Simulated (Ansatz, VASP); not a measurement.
**Two plane-wave programs on AgCl**

```xyz
2
Lattice="0.0271 2.7203 2.6954 2.7269 -0.0110 2.7336 2.6986 2.7302 0.0173" Properties=species:S:1:pos:R:3 pbc="T T T"
Ag    2.7573    2.6786    2.7524
Cl   -0.0310    0.0412   -0.0292
```

Change from the starting cell: all atoms moved at random, cell strained at random.

Alike in both runs: task single point; functional PBE; k mesh 8 × 8 × 8; occupations gaussian, width 0.02 eV; no spin polarisation.

|  | VASP | Ansatz |
| --- | --- | --- |
| version | VASP 6.6.1 | Ansatz 0.2.0 |
| potentials or method | VASP PAW PBE potentials, release 64 (Ag, Cl) | scalar-relativistic, plane waves, PAW |
| plane-wave cutoff (eV) | 520 | 420 |
| valence electrons in the cell | 18 | 26 |

|  | VASP | Ansatz | Ansatz less VASP |
| --- | --- | --- | --- |
| gap on the k mesh at the Fermi level (eV) | 0.88 | 0.88 | +0.003 |
| least direct gap on the mesh (eV) | 3.13 | 3.13 | +0.001 |
| pressure (GPa) | 5.7 | 5.9 | +0.18 |
| largest component of the traceless stress (GPa) | 0.22 | 0.23 | +0.006 |
| rms of the force components (eV/Å) | 0.127 | 0.128 | +0.0013 |

Atom by atom the forces differ by 0.001 eV/Å (rms over components). The two sets of potentials don't hold the same shells in valence.

A k mesh can miss the band edges.
